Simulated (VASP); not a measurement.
# TiO (P4_2/mmc) in VASP: a series of runs

The runs below take TiO through single point, with PBEsol.

All numbers are computed with VASP 6.6.1; they aren't measurements. Logs are shortened: lines on timing, memory, paths and dates and some standing lists are left out, and cuts for length are marked.

### Step 1. Starting point

It takes space group P4_2/mmc (No. 131, tetragonal). Conventional cell: a = 3.146 Å, b = 3.146 Å, c = 4.859 Å, α = 90.00°, β = 90.00°, γ = 90.00°. Ti (site symmetry mmm) has 4 O at 1.99 Å as nearest neighbours. O (site symmetry -4m2) has 4 Ti at 1.99 Å as nearest neighbours.

The cell comes from a database or a generator and needn't be the stable form of this composition.

### Step 2. Single point, PBEsol, collinear spin, typed start

File INCAR:

```
SYSTEM = TiO
ALGO = Fast
EDIFF = 1E-6
ENCUT = 520
GGA = PS
ISIF = 2
ISMEAR = 0
ISPIN = 2
LASPH = .True.
LCHARG = .False.
LMAXMIX = 4
LORBIT = 11
LREAL = .False.
LWAVE = .False.
MAGMOM = 2 2 0 0
NBANDS = 30
NELM = 150
PREC = Accurate
SIGMA = 0.05
```

File KPOINTS:

```
k-points
0
Gamma
  8 8 8
  0 0 0
```

File POSCAR:

```
TiO
1.0
    3.1455248006      0.0000000000      0.0000000000
    0.0000000000      3.1455248006      0.0000000000
    0.0000000000      0.0000000000      4.8585803502
Ti O
2 2
Direct
    0.0000000000      0.5000000000      0.0000000000
    0.5000000000      0.0000000000      0.5000000000
    0.0000000000      0.0000000000      0.2500000000
    0.0000000000      0.0000000000      0.7500000000
```

Potentials or basis: VASP PAW PBE potentials, release 64 (Ti_sv, O).

The run is started by

```bash
cat potpaw_PBE.64/Ti_sv/POTCAR potpaw_PBE.64/O/POTCAR > POTCAR
mpirun -np 1 vasp_std > vasp.out
```

OUTCAR:

```text
SYSTEM = TiO
   EDIFF = 1E-6
   ENCUT = 520
   GGA = PS
   ISIF = 2
   ISMEAR = 0
   ISPIN = 2
   LASPH = .True.
   LORBIT = 11
   LREAL = .False.
   NELM = 150
   PREC = Accurate

 ion  position               nearest neighbor table
   1  0.000  0.500  0.000-   3 1.99   4 1.99   3 1.99   4 1.99
   2  0.500  0.000  0.500-   3 1.99   4 1.99   3 1.99   4 1.99
   3  0.000  0.000  0.250-   1 1.99   2 1.99   1 1.99   2 1.99
   4  0.000  0.000  0.750-   1 1.99   2 1.99   1 1.99   2 1.99

  LATTYP: Found a simple tetragonal cell.
 ALAT       =     3.1455248006
 C/A-ratio  =     1.5446008721

  Lattice vectors:

 A1 = (   3.1455248006,   0.0000000000,   0.0000000000)
 A2 = (   0.0000000000,   3.1455248006,   0.0000000000)
 A3 = (   0.0000000000,   0.0000000000,   4.8585803502)

Analysis of symmetry for initial positions (statically):
=====================================================================
 Subroutine PRICEL returns:
 Original cell was already a primitive cell.

 Routine SETGRP: Setting up the symmetry group for a
 simple tetragonal supercell.

 Subroutine GETGRP returns: Found 16 space group operations
 (whereof  8 operations were pure point group operations)
 out of a pool of 16 trial point group operations.

The static configuration has the point symmetry D_2h.
 The point group associated with its full space group is D_4h.

Analysis of symmetry for dynamics (positions and initial velocities):
=====================================================================
 Subroutine PRICEL returns:
 Original cell was already a primitive cell.

 Routine SETGRP: Setting up the symmetry group for a
 simple tetragonal supercell.

 Subroutine GETGRP returns: Found 16 space group operations
 (whereof  8 operations were pure point group operations)
 out of a pool of 16 trial point group operations.

The dynamic configuration has the point symmetry D_2h.
 The point group associated with its full space group is D_4h.

Analysis of structural, dynamic, and magnetic symmetry:
=====================================================================
 Subroutine PRICEL returns:
 Original cell was already a primitive cell.

 Routine SETGRP: Setting up the symmetry group for a
 simple tetragonal supercell.

 Subroutine GETGRP returns: Found 16 space group operations
 (whereof  8 operations were pure point group operations)
 out of a pool of 16 trial point group operations.

The overall configuration has the point symmetry D_2h.
 The point group associated with its full space group is D_4h.

 Subroutine INISYM returns: Found 16 space group operations
 (whereof  8 operations are pure point group operations),
 and found     1 'primitive' translations

----------------------------------------------------------------------------------------

                                     Primitive cell

  volume of cell :      48.0724

  direct lattice vectors                    reciprocal lattice vectors
     3.145524801  0.000000000  0.000000000     0.317911974  0.000000000  0.000000000
     0.000000000  3.145524801  0.000000000     0.000000000  0.317911974  0.000000000
     0.000000000  0.000000000  4.858580350     0.000000000  0.000000000  0.205821439

  length of vectors
     3.145524801  3.145524801  4.858580350     0.317911974  0.317911974  0.205821439

  position of ions in fractional coordinates (direct lattice)
     0.000000000  0.500000000  0.000000000
     0.500000000  0.000000000  0.500000000
     0.000000000  0.000000000  0.250000000
     0.000000000  0.000000000  0.750000000

  ion indices of the primitive-cell ions
   primitive index   ion index
                 1           1
                 2           2
                 3           3
                 4           4

----------------------------------------------------------------------------------------

 KPOINTS: k-points

Automatic generation of k-mesh.
 Grid dimensions read from file:
 generate k-points for:    8    8    8

 Generating k-lattice:

  Cartesian coordinates                     Fractional coordinates (reciprocal lattice)
     0.039738997  0.000000000  0.000000000     0.125000000  0.000000000  0.000000000
     0.000000000  0.039738997  0.000000000     0.000000000  0.125000000  0.000000000
     0.000000000  0.000000000  0.025727680     0.000000000  0.000000000  0.125000000

  Length of vectors
     0.039738997  0.039738997  0.025727680

  Shift w.r.t. Gamma in fractional coordinates (k-lattice)
     0.000000000  0.000000000  0.000000000

 Subroutine IBZKPT returns following result:
 ===========================================

 Found     75 irreducible k-points:

 Following reciprocal coordinates:
            Coordinates               Weight
  0.000000  0.000000  0.000000      1.000000
  0.125000  0.000000  0.000000      4.000000
  0.250000  0.000000  0.000000      4.000000
  0.375000  0.000000  0.000000      4.000000
  0.500000  0.000000  0.000000      2.000000
  0.125000  0.125000  0.000000      4.000000
[... 16 lines left out ...]
  0.375000  0.125000  0.125000     16.000000
  0.500000  0.125000  0.125000      8.000000
 [... further k-points ...]
   k-points           NKPTS =     75   k-points in BZ     NKDIM =     75   number of bands    NBANDS=     30
   number of dos      NEDOS =    301   number of ions     NIONS =      4
   total plane-waves  NPLWV =  20736
   dimension x,y,z NGX =    24 NGY =   24 NGZ =   36
   dimension x,y,z NGXF=    48 NGYF=   48 NGZF=   72
   ions per type =               2   2
   NGX,Y,Z   is equivalent  to a cutoff of  12.68, 12.68, 12.32 a.u.
   NGXF,Y,Z  is equivalent  to a cutoff of  25.37, 25.37, 24.64 a.u.
 SYSTEM =  TiO
   PREC   = accura    normal or accurate (medium, high low for compatibility)
   ISTART =      0    job   : 0-new  1-cont  2-samecut
   ICHARG =      2    charge: 1-file 2-atom 10-const
   ISPIN  =      2    spin polarized calculation?
   LNONCOLLINEAR =      F non collinear calculations
   LSORBIT =      F    spin-orbit coupling
   LASPH  =      T    aspherical Exc in radial PAW
   ENCUT  =  520.0 eV  38.22 Ry    6.18 a.u.   5.85  5.85  9.03*2*pi/ulx,y,z
   NELM   =    150;   NELMIN=  2; NELMDL= -5     # of ELM steps
   EDIFF  = 0.1E-05   stopping-criterion for ELM
   LREAL  =      F    real-space projection
   EDIFFG = 0.1E-04   stopping-criterion for IOM
   NSW    =      0    number of steps for IOM
   IBRION =     -1    ionic relax: 0-MD 1-quasi-New 2-CG
   NFREE  =      0    steps in history (QN), initial steepest desc. (CG)
   ISIF   =      2    stress and relaxation
   ISYM   =      2    0-nonsym 1-usesym 2-fastsym
   POTIM  = 0.5000    time-step for ionic-motion
   TEBEG  =    0.0;   TEEND  =   0.0 temperature during run
   PSTRESS=    0.0 pullay stress
   NELECT =      36.0000    total number of electrons
   NUPDOWN=      -1.0000    fix difference up-down
   EMIN   =  10.00;   EMAX   =-10.00  energy-range for DOS
   EFERMI =   0.00;   METHOD = LEGACY
   ISMEAR =     0;   SIGMA  =   0.05  broadening in eV -4-tet -1-fermi 0-gaus
   EFERMI_NEDOS =   21; number of points for ismear=-14 and -15
   IALGO  =     68    algorithm
   IMIX   =      4    mixing-type and parameters
     AMIX     =   0.40;   BMIX     =  1.00
     AMIX_MAG =   1.60;   BMIX_MAG =  1.00
  volume/ion in A,a.u.               =      12.02        81.10
  Fermi-wavevector in a.u.,A,eV,Ry     =   1.486656  2.809372 30.070859  2.210146
  Thomas-Fermi vector in A             =   2.599915
   LORBIT       =     11    0 simple, 1 ext, 2 COOP (PROOUT), +10 PAW based schemes
   GGA     = PS    functional components
   LHFCALC =     F    Hartree Fock is set to
   AEXX    =    0.0000 exact exchange contribution
   IVDW    =     0    specifies the selected vdW correction
   LEPSILON=     F    determine dielectric tensor
   LRPA    =     F    only Hartree local field effects (RPA)
 spin polarized calculation
 RMM-DIIS sequential band-by-band and
 Gauss-broadening in eV      SIGMA  =   0.05
  energy-cutoff  :      520.00
  volume of cell :       48.07
 maximum number of plane-waves:      1320
 NGX is ok and might be reduce to    24
   NGX = 11   NGY = 11   NGZ = 19

 number of electron      35.9999993 magnetization      -0.0000176

 number of electron      35.9999993 magnetization       0.0000075

 Free energy of the ion-electron system (eV)
  ---------------------------------------------------
  ext. energy  EPLUGINS =         0.00000000
  ---------------------------------------------------
  free energy    TOTEN  =       -36.70270260 eV

  energy without entropy =      -36.70082166  energy(sigma->0) =      -36.70176213

 E-fermi :   8.6073     XC(G=0): -11.7336

 val. band max:        8.6046937952   @ k =   0.5000   0.0000   0.1250
 cond. band min:       8.6174314338   @ k =   0.0000   0.0000   0.1250
 fundamental gap:      0.0127376387
 Fermi energy:         8.6072876959

 spin component 1

 k-point     1 :       0.0000    0.0000    0.0000
  band No.  band energies     occupation
      1     -49.3651      1.00000
      2     -49.3177      1.00000
      3     -26.1119      1.00000
      4     -25.8622      1.00000
      5     -25.8622      1.00000
      6     -25.7202      1.00000
[... 781 lines left out ...]
     29      15.9127      0.00000
     30      18.4729      0.00000

 [... further k-points ...]

 spin component 2

 k-point     1 :       0.0000    0.0000    0.0000
  band No.  band energies     occupation
      1     -49.3651      1.00000
      2     -49.3176      1.00000
      3     -26.1119      1.00000
      4     -25.8621      1.00000
      5     -25.8621      1.00000
      6     -25.7202      1.00000
[... 781 lines left out ...]
     29      15.9128      0.00000
     30      18.5490      0.00000

 [... further k-points ...]

------------------------ aborting loop because EDIFF is reached ----------------------------------------

  FORCE on cell =-STRESS in cart. coord.  units (eV):
  Direction    XX          YY          ZZ          XY          YZ          ZX
  --------------------------------------------------------------------------------------
  -------------------------------------------------------------------------------------
  Total        0.1122965      0.1122965      0.2572686      0.0000000      0.0000000      0.0000000
  in kB        3.7426678      3.7426678      8.5743604      0.0000000      0.0000000      0.0000000
  external PRESSURE =       5.3532320 kB  Pullay stress =       0.0000000 kB

 VOLUME and BASIS-vectors are now :
 -----------------------------------------------------------------------------
  energy-cutoff  :      520.00
  volume of cell :       48.07
      direct lattice vectors                 reciprocal lattice vectors
     3.145524801  0.000000000  0.000000000     0.317911974  0.000000000  0.000000000
     0.000000000  3.145524801  0.000000000     0.000000000  0.317911974  0.000000000
     0.000000000  0.000000000  4.858580350     0.000000000  0.000000000  0.205821439

 POSITION                                       TOTAL-FORCE (eV/Angst)
 -----------------------------------------------------------------------------------
      0.00000      1.57276      0.00000         0.000000     -0.000000      0.000000
      1.57276      0.00000      2.42929         0.000000     -0.000000      0.000000
      0.00000      0.00000      1.21465        -0.000000     -0.000000     -0.000000
      0.00000      0.00000      3.64394         0.000000      0.000000      0.000000
 -----------------------------------------------------------------------------------
    total drift:                                0.000000      0.000000     -0.000000

  FREE ENERGIE OF THE ION-ELECTRON SYSTEM (eV)
  ---------------------------------------------------
  free  energy   TOTEN  =       -36.7027026045 eV

  energy  without entropy=      -36.7008216626  energy(sigma->0) =      -36.70176213

 total charge

# of ion       s       p       d       tot
------------------------------------------
    1        2.188   6.185   1.904  10.277
    2        2.188   6.185   1.904  10.277
    3        1.567   3.524   0.000   5.091
    4        1.567   3.524   0.000   5.091
--------------------------------------------------
tot          7.509  19.418   3.808  30.736

 magnetization (x)

# of ion       s       p       d       tot
------------------------------------------
    1       -0.000   0.000   0.000   0.000
    2       -0.000   0.000   0.000   0.000
    3       -0.000  -0.000   0.000  -0.000
    4       -0.000  -0.000   0.000  -0.000
--------------------------------------------------
tot         -0.000   0.000   0.000   0.000
```

Wall time 2.1 min (1 thread of Intel Xeon 6975P-C (Granite Rapids), shared host); peak memory 0.27 GiB.

Results:

* Free energy: -36.7027 eV
* Pressure: 0.5 GPa
* Band gap on the k mesh: none (metal or under the smearing width)
* Net moment: 0.00 μB per cell
* Valence electrons inside the program's atomic spheres: Ti 10.28; O 5.09

Stress tensor (GPa, compression positive):
```
0.37 0.00 0.00
0.00 0.37 0.00
0.00 0.00 0.86
```

Caveat: the PAW data sets were made with another functional, which shifts forces and pressure a little; semilocal functionals often make such compounds metallic where correlation or magnetic order opens a gap, which also shifts bond lengths.

(Continued in part 2 of 2.)
